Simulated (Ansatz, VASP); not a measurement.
# As: VASP beside Ansatz

INCAR

```
PREC = Accurate ; ENCUT = 520
EDIFF = 1E-6 ; ISMEAR = 0
SIGMA = 0.015 ; LREAL = False
LASPH = True ; NELM = 100
ALGO = Normal ; ISIF = 2
LWAVE = False ; LCHARG = False
GGA = PE ; NBANDS = 8
```

The input KPOINTS:

```
Automatic mesh
0
Gamma
  10 10 10
```

The input POSCAR:

```
As
1.0
    2.7036817444      0.0000000000      0.0000000000
    0.0000000000      2.7036817444      0.0000000000
    0.0000000000      0.0000000000      2.7036817444
As
1
Direct
    0.5000000000      0.5000000000      0.5000000000
```

Contents of input.yaml:

```yaml
crystal:
  lattice:
    - [2.7036817444, 0.0, 0.0]
    - [0.0, 2.7036817444, 0.0]
    - [0.0, 0.0, 2.7036817444]
  atoms:
    - { symbol: As, position: [0.5, 0.5, 0.5] }
hamiltonian:
  xc: pbe
  pseudopotentials: { kind: paw }
kpoints:
  mp_grid: { grid: [10, 10, 10] }
scf:
  occupations: { method: gaussian, width: 0.015 }
output:
  forces: true
  stress: true
  eigenvalues: true
```

This isn't the form of As at room conditions, which is rhombohedral.

Alike in both runs: task single point; functional PBE; k mesh 10 × 10 × 10; occupations gaussian, width 0.015 eV; no spin polarisation.

|  | VASP | Ansatz |
| --- | --- | --- |
| version | VASP 6.6.1 | Ansatz 0.2.0 |
| potentials or method | VASP PAW PBE potentials, release 64 (As) | Ansatz PAW |
| plane-wave cutoff (eV) | 520 | 420 |
| valence electrons in the cell | 5 | 15 |

|  | VASP | Ansatz | Ansatz less VASP |
| --- | --- | --- | --- |
| gap on the k mesh at the Fermi level (eV) | none | none | - |
| pressure (GPa) | 2.5 | 2.3 | -0.20 |

A gap of «none» marks a metal or a gap that the smearing closes. With one functional, cell and mesh, what is left measures potentials, basis and numerics. The two sets of potentials don't hold the same shells in valence.
